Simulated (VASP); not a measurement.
# AlN in VASP: how settings move the r2SCAN single point

Aim: see what changed inputs do to the r2SCAN single point of AlN (rocksalt), under +4.0 % equal strain in all directions. This is a trial cell built on a prototype, not taken from a measured structure, and it needn't be the compound's ground state.

Program: VASP 6.6.1. PAW datasets, plane waves. Values at 0 K without nuclear motion; spin polarisation is off (in the reference), and the phase may be a hypothetical one.

## 1. The cell

The cell comes from an earlier relaxation with r2SCAN in another program. Some of the altered inputs switch spin polarisation on.

The symmetry is Fm-3m (No. 225, cubic); a = 4.199 Å in the conventional setting, 9.26 Å³ an atom. Around Al lie 6 N at 2.10 Å; around N lie 6 Al at 2.10 Å.

As a file:

```xyz
2
Lattice="0.0000 2.0996 2.0996 2.0996 0.0000 2.0996 2.0996 2.0996 0.0000" Properties=species:S:1:pos:R:3 pbc="T T T"
Al    0.0000    0.0000    0.0000
N     2.0996    2.0996    2.0996
```

## 2. Reference

INCAR reads:

```
ENCUT = 520.000000
SIGMA = 0.010000
EDIFF = 1.00e-07
ALGO = Normal
METAGGA = R2SCAN
PREC = Accurate
IBRION = -1
ISIF = 2
ISMEAR = 0
NBANDS = 11
NELM = 120
NSW = 0
LASPH = .TRUE.
LCHARG = .FALSE.
LWAVE = .FALSE.
LREAL = .FALSE.
```

KPOINTS reads:

```
KPOINTS created by Atomic Simulation Environment
0
Gamma
10 10 10
0 0 0
```

POSCAR reads:

```
Al N
 1.0000000000000000
     0.0000000000000000    2.0996231902000000    2.0996231902000000
     2.0996231902000000    0.0000000000000000    2.0996231902000000
     2.0996231902000000    2.0996231902000000    0.0000000000000000
 Al  N
   1   1
Cartesian
  0.0000000000000000  0.0000000000000000  0.0000000000000000
  2.0996231902000000  2.0996231902000000  2.0996231902000000
```

A file KPOINTS_OPT adds named points for the levels; it doesn't enter the self-consistent loop.

Potentials: the recommended PBE PAW datasets, 8 valence electrons.

The run is started by

```
$ mpirun -np 1 vasp_std
```

## 3. Altered input 1

Changes to INCAR since step 2:

```diff
@@ -4,3 +4,2 @@
 ALGO = Normal
-METAGGA = R2SCAN
 PREC = Accurate
@@ -16 +15,5 @@
 LREAL = .FALSE.
+ISPIN = 2
+MAGMOM = 0.5 0.5
+MAXMIX = 40
+METAGGA = RSCAN
```

KPOINTS is that of step 2.

POSCAR is that of step 2.

## 4. Altered input 2

INCAR reads:

```
ENCUT = 520.000000
EDIFF = 1.00e-07
ALGO = Normal
METAGGA = R2SCAN
PREC = Accurate
IBRION = -1
ISIF = 2
NELM = 120
NSW = 0
LASPH = .TRUE.
LCHARG = .FALSE.
LWAVE = .FALSE.
LREAL = .FALSE.
NELECT = 7
NBANDS = 5
ISMEAR = 1
SIGMA = 0.5
```

KPOINTS is that of step 2.

POSCAR is that of step 2.

Before running it: what results should come out? Wanted: for each run, changed; ending; energy change; pressure; electronic steps; usable.

The runs gave:

| run | changed | ending | energy change (meV/atom) | pressure (GPa) | gap on the mesh (eV; negative: overlap) | electronic steps | time | usable |
| --- | --- | --- | --- | --- | --- | --- | --- | --- |
| ref. | – | converged | 0 | -26.4 | 4.38 | 14 | 21 s | yes |
| 1 | ISPIN = 2, MAGMOM = 0.5 0.5, MAXMIX = 40, METAGGA = RSCAN | converged | – | -27.3 | – | 16 | 45 s | yes |
| 2 | NELECT = 7, NBANDS = 5, ISMEAR = 1, SIGMA = 0.5 | converged | – | -116.3 | – | 23 | 19 s | no |

Of 2 altered inputs, 1 ended normally on a faulty or unsound input, 1 gave usable results.
